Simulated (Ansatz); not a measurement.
Ag (diamond): energy against volume

Level of theory: DFT, RPBE, plane waves (420 eV) with PAW, scalar-relativistic in Ansatz. (PAW data from PBE, frozen cores regenerated.)

The cell is scaled uniformly from the relaxed one, with fractional coordinates and shape fixed. Energies are extrapolated to zero smearing, pressures are those at the given smearing. Magnetic state: spin not included.

A Birch-Murnaghan fit gives V₀ = 32.46 Å³/atom, B₀ = 21 GPa, B₀′ = 5.8.

(1) What are the energy above the minimum and the pressure at 29.821 Å³/atom?

(2) What are the energy above the minimum and the pressure at 35.007 Å³/atom?

(3) What are the energy above the minimum and the pressure at 36.304 Å³/atom?

## Answers

(1) 17.2 meV/atom and 2.32 GPa as computed.

(2) 11.1 meV/atom and -1.30 GPa as computed.

(3) 23.4 meV/atom and -1.75 GPa as computed.
